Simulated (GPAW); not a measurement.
Crystal: SiO2.

```
Si O
1.0
     5.06052    0.00000    0.00000
    -2.53026    4.38254    0.00000
     0.00000    0.00000    5.54135
Si O
3 6
Direct
  0.50000 0.00000 0.00000
  0.50000 0.50000 0.66667
  0.00000 0.50000 0.33333
  0.20861 0.79139 0.16667
  0.20861 0.41721 0.50000
  0.41721 0.20861 0.83333
  0.79139 0.20861 0.16667
  0.79139 0.58279 0.50000
  0.58279 0.79139 0.83333
```

The cell comes from a database or a generator and needn't be the stable form of this composition.

* Program: GPAW 26.7.0
* Task: relaxation of cell and atoms
* Functional: PBEsol
* Dispersion: D3(BJ)
* Potentials or basis: PAW data sets generated in the run's folder for this functional
* Cutoff: 800 eV
* Basis: pw
* k mesh: 4 × 4 × 3
* Occupations: fermi-dirac, width 0.05 eV
* Spin: no spin polarisation

At the start: pressure 4.6 GPa; volume 13.66 Å³/atom.

Question: Where does the relaxation end?

Answer: Over 5 steps the energy falls by 5.9 meV/atom and the volume is 13.89 Å³/atom (+1.7 %); space group P6_422 (No. 181, to 0.05 Å).

The path:
| step | energy change (eV) | largest force (eV/Å) | pressure (GPa) | volume (Å³) |
| --- | --- | --- | --- | --- |
| 1 | 0.0000 | 0.3521 | 4.58 | 122.90 |
| 2 | -0.0158 | 0.2858 | 3.88 | 123.12 |
| 3 | -0.0505 | 0.0303 | 0.63 | 124.25 |
| 4 | -0.0508 | 0.0294 | 0.59 | 124.29 |
| 5 | -0.0533 | 0.0059 | 0.00 | 124.99 |

Final structure:
```cif
data_structure
_symmetry_space_group_name_H-M 'P 1'
_symmetry_Int_Tables_number 1
_cell_length_a 5.0883
_cell_length_b 5.0883
_cell_length_c 5.5745
_cell_angle_alpha 90.000
_cell_angle_beta 90.000
_cell_angle_gamma 120.000
_cell_volume 124.99
loop_
_atom_site_label
_atom_site_type_symbol
_atom_site_fract_x
_atom_site_fract_y
_atom_site_fract_z
_atom_site_occupancy
Si1 Si 0.50000 0.00000 0.00000 1
Si2 Si 0.50000 0.50000 0.66666 1
Si3 Si 0.00000 0.50000 0.33334 1
O1 O 0.20622 0.79380 0.16666 1
O2 O 0.20620 0.41240 0.50000 1
O3 O 0.41242 0.20620 0.83334 1
O4 O 0.79378 0.20620 0.16666 1
O5 O 0.79380 0.58760 0.50000 1
O6 O 0.58758 0.79380 0.83334 1
```

Caveat: the k mesh is coarse; later steps reuse the first step's grids.
